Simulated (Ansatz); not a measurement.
The cell is COD entry 1538744, as deposited and not checked against the literature; nothing was relaxed. The listed cell was then made from it by scaling, straining or moving an atom.

An input for MgTe: DFT, PBE, PAW with Ansatz's default frozen-core files, scalar-relativistic (Ansatz 0.2.0).

Command: `ansatz run input.yaml --threads 1 --pin off --max-ram 6144MiB --backend cpu --events-out ev --progress --plain --runs-dir out` The run took 16 s on 1 thread of Arm Neoverse V1, with other jobs on the host, peak memory 0.4 GiB.

```yaml
crystal:
  lattice:
    - [4.4492019804, 0.0, 0.0]
    - [-2.2246009902, 3.8531219415, 0.0]
    - [0.0, 0.0, 7.395]
  atoms:
    - { symbol: Mg, position: [0.3333333333, 0.6666666667, 0.0] }
    - { symbol: Mg, position: [0.6666666667, 0.3333333333, 0.5] }
    - { symbol: Te, position: [0.3333333333, 0.6666666667, 0.37] }
    - { symbol: Te, position: [0.6666666667, 0.3333333333, 0.87] }
kpoints:
  mp_grid: { grid: [9, 9, 5] }
scf:
  occupations: { method: fermi_dirac, width: 0.03 }
hamiltonian:
  xc: pbe
  pseudopotentials: { kind: paw }
output:
  forces: true
  stress: true
  eigenvalues: true
  efg: { contact_densities: true }
```

Set-up and iterations as logged by Ansatz (the results part is left out, to be predicted):

```
Engine: ansatz 0.2.0
Pseudopotentials: kind: paw
Pseudopotential: Mg, paw, valence charge 10, recommended cutoff 420 eV (normal)
Pseudopotential: Te, paw, valence charge 16, recommended cutoff 420 eV (normal)
Functional definition: PBE
  parameter kappa = 0.804
  parameter beta = 0.06672455060314922
  exchange = pbe_x(kappa = kappa, mu = beta*pi^2/3)
  correlation = pbe_c(beta = beta)
Crystal: 4 atoms, lattice volume = 126.775 Å³
Basis set: ecut = 420 eV, 2539 PW (Γ), exchange–correlation on 60×60×100 points (8 copies of the dense FFT grid, shifted against one another)
Bands: 32, of which v1, the nominal top of the filled ones, is band 26 counted from 1 (25 counted from 0)
Symmetry: 12 space group operations
Space group: P63mc (ITA 186), of the structure as read, at distance tolerance 5.0e-5 Å
k-points: 36 of 405 (time reversal used)
Non-local potential: Mg, projectors of the file, l = 0: 3, l = 1: 2, l = 2: 1
Non-local potential: Te, projectors of the file, l = 0: 2, l = 1: 2, l = 2: 2, l = 3: 2
PAW form: soft (Blöchl's): semilocal exchange-correlation on the pseudo side does not see the compensation charge
PAW one-centre angular grid: Mg, 110 points (default); XC on 64 Gauss nodes
PAW one-centre angular grid: Te, 590 points (default); XC on 64 Gauss nodes
Initial density: superposition of atomic densities (neutral atoms: chi_scale 0, normalization atom), corrected by the library's trained network
Initial wavefunctions: pseudopotential atomic-orbital guess
Functional: x = pbe(κ = 0.804, μ = 0.2195149727645171), c = pbe(β = 0.06672455060314922)
SCF iter   1: F=—  HF=-17810.938686 eV  |F-HF|=—  |Δ(HF+E_count)|=         —  Δρ=7.87e-4  dr2=1.47e-3  ethr=1.77e-3  ⟨swp⟩=8.4  Hψ=5705  notcnv=0
SCF iter   2: F=—  HF=-17810.936625 eV  |F-HF|=—  |Δ(HF+E_count)|=   2.06e-3  Δρ=4.92e-4  dr2=6.53e-4  ethr=2.82e-6  ⟨swp⟩=2.7  Hψ=2277  notcnv=0  defer=29
SCF iter   3: F=—  HF=-17810.936583 eV  |F-HF|=—  |Δ(HF+E_count)|=   4.24e-5  Δρ=2.33e-4  dr2=6.05e-5  ethr=1.26e-6  ⟨swp⟩=3.0  Hψ=1914  notcnv=0  defer=9
automatic band count: iteration 3 solves 31 bands in place of 32: the levels show a gap, and the empty bands left out lie too high to hold charge; the band table lists the bands solved (type scf.n_extra_bands for more)
SCF iter   4: F=—  HF=-17810.936583 eV  |F-HF|=—  |Δ(HF+E_count)|=   7.17e-8  Δρ=9.67e-5  dr2=1.28e-5  ethr=1.16e-7  ⟨swp⟩=2.1  Hψ=1973  notcnv=0  defer=9
SCF iter   5: F=—  HF=-17810.936583 eV  |F-HF|=—  |Δ(HF+E_count)|=   5.84e-7  Δρ=1.72e-5  dr2=5.65e-7  ethr=2.46e-8  ⟨swp⟩=2.0  Hψ=1962  notcnv=0  defer=9
SCF iter   6: F=-17810.936583 eV  HF=-17810.936583 eV  |F-HF|=1.52e-8  |Δ(HF+E_count)|=   7.03e-7  Δρ=4.31e-6  dr2=3.83e-8  ethr=1.92e-10  ⟨swp⟩=8.1  Hψ=5231  notcnv=0
```

What pressure will this run report?

3.39 GPa (positive in compression).

How large will the largest force be?

0.066 eV/Å.
